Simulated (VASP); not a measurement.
Set up this calculation in VASP 6.6.1, as the native input.

* Task: single point
* Functional: PBE
* Dispersion: D3(BJ)
* Potentials or basis: VASP PAW PBE potentials, release 64 (Cl, H, O)
* Cutoff: 520 eV
* k mesh: 1 × 1 × 1
* Occupations: fermi-dirac, width 0.05 eV
* Spin: no spin polarisation
* Dipole correction: no
* Further INCAR settings: LREAL = Auto; ALGO = Fast; EDIFF = 1e-06; NBANDS = 37

The structure of H3ClO lies in POSCAR:

```
H3ClO
1.0
    5.7929360000      0.0000000000      0.0000000000
    0.0000000000      5.7929360000      0.0000000000
    0.0000000000      0.0000000000      5.7929360000
Cl H O
3 9 3
Direct
    0.2465934372      0.8955217182      0.8680054466
    0.8078459696      0.0354569773      0.4380162322
    0.5773065679      0.3244641405      0.8162182355
    0.1474554526      1.0803847997      0.9343103394
    1.1020145916      0.1966533033      0.2987604213
    0.7049793058      0.1633886513      0.6095009508
    0.1325234734      0.4998846871      0.3347007459
    0.3032141215      0.2838802293      0.1167456364
    1.1557351920      0.6182357271      0.6136439277
    0.9286827957      0.7180469455      0.4659985886
    0.5153345385      0.7193243633      0.2261547512
    0.5702117199      0.6519146768      0.4690712965
    0.1601605818      0.3158847258      0.1754378091
    1.0470856229      0.5694349118      0.4982447588
    0.5968821337      0.6032174359      0.3036284192
```

The cell was built by a generator and needn't be a form met in nature.

These files were run (other wordings do the same):

INCAR

```
SYSTEM = H3ClO
ALGO = Fast
EDIFF = 1E-6
ENCUT = 520
GGA = PE
ISIF = 2
ISMEAR = -1
IVDW = 12
LASPH = .TRUE.
LCHARG = .TRUE.
LELF = .TRUE.
LREAL = Auto
LVHAR = .TRUE.
LWAVE = .FALSE.
NBANDS = 37
NELM = 100
PREC = Accurate
SIGMA = 0.05
```

KPOINTS

```
k-points
0
G
  1 1 1
  0 0 0
```

Potentials or basis: VASP PAW PBE potentials, release 64 (Cl, H, O).

The run is started by

```sh
$ cat potpaw_PBE.64/Cl/POTCAR potpaw_PBE.64/H/POTCAR potpaw_PBE.64/O/POTCAR > POTCAR
$ mpirun -np 1 vasp_gam > vasp.out
```

It gave:

```json
{"Pressure": "1.4 GPa", "Largest force": "5.317 eV/Å", "Band gap on the k mesh": "3.98 eV, direct", "Dispersion energy per atom": "-0.057 eV"}
```

Wall time 29 s on 1 thread of Intel(R) Xeon(R) Platinum 8175M CPU @ 2.50GHz (Skylake/Cascade Lake), with other jobs on the host, peak memory 0.31 GiB.
